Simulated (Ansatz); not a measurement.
# AlRu under strain

Theory: Ansatz, DFT r2SCAN, scalar-relativistic, plane waves, PAW. Run with 500 eV cutoff, 18×18×18 k-mesh, Gaussian smearing of 0.10 eV, no spin polarisation.

Reference structure (relaxed):

```yaml
crystal:
  lattice:
    - [2.98250, 0.00000, 0.00000]
    - [0.00000, 2.98250, 0.00000]
    - [0.00000, 0.00000, 2.98250]
  atoms:
    - { symbol: Al, position: [0.00000, 0.00000, 0.00000] }
    - { symbol: Ru, position: [0.50000, 0.50000, 0.50000] }
```

Deformation: uniaxial strain along a, with the lengths of b and c and the atoms relaxed and the angles held, all within the symmetry that the strain leaves. Energies are extrapolated to zero smearing.

```csv
strain (%),ΔE (meV/atom),a (Å),b (Å),c (Å)
-4.5,23.4,2.848,3.026,3.026
-3.0,10.1,2.893,3.011,3.011
-1.5,2.5,2.938,2.996,2.996
+0.0,0.0,2.982,2.982,2.982
+1.5,2.4,3.027,2.969,2.969
+3.0,9.1,3.072,2.955,2.955
+4.5,19.5,3.117,2.943,2.943
```

Question: What stiffness (1/V) d²E/dε² at zero strain does a cubic fit over all points give?

Answer: A cubic fit gives (1/V) d²E/dε² = 255 GPa at zero strain (Young's modulus along this axis, angles held).

Question: How does the free axis b answer a small strain?

Answer: Between the innermost points its strain is -0.31 times the applied one.